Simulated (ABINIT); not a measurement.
Crystal: BN.

```
N B
1.0
     0.00000    1.81300    1.81300
     1.81300    0.00000    1.81300
     1.81300    1.81300    0.00000
N B
1 1
Cartesian
  0.9065 0.9065 0.9065
  0.0000 0.0000 0.0000
```

The cell is a database's computed one.

Base run:

* Program: ABINIT 10.8.3 (patched build)
* Functional: r2SCAN
* Potentials or basis: JTH PAW PBE v2.0
* Cutoff: 844 eV
* k mesh: 13 × 13 × 13
* Occupations: fermi-dirac, width 0.05 eV
* Spin: no spin polarisation

Its results: band gap on the k mesh 5.02 eV, indirect (least direct gap 9.46 eV); pressure -2.6 GPa.

**Question.** After a change of settings the same cell gave: band gap on the k mesh 4.35 eV, indirect (least direct gap 8.68 eV); pressure -6.8 GPa. Which change was it?
A. functional from r2SCAN to revPBE
B. functional from r2SCAN to PBE
C. functional from r2SCAN to AM05
D. functional from r2SCAN to SCAN

**Answer.** C.

r2SCAN gives the wider gap, since meta-GGAs in the generalised Kohn-Sham scheme recover part of the derivative discontinuity.

Caveats: the PAW data sets were made with another functional, which shifts forces and pressure a little; an odd mesh through Γ misses points on the zone boundary, where band edges often lie.
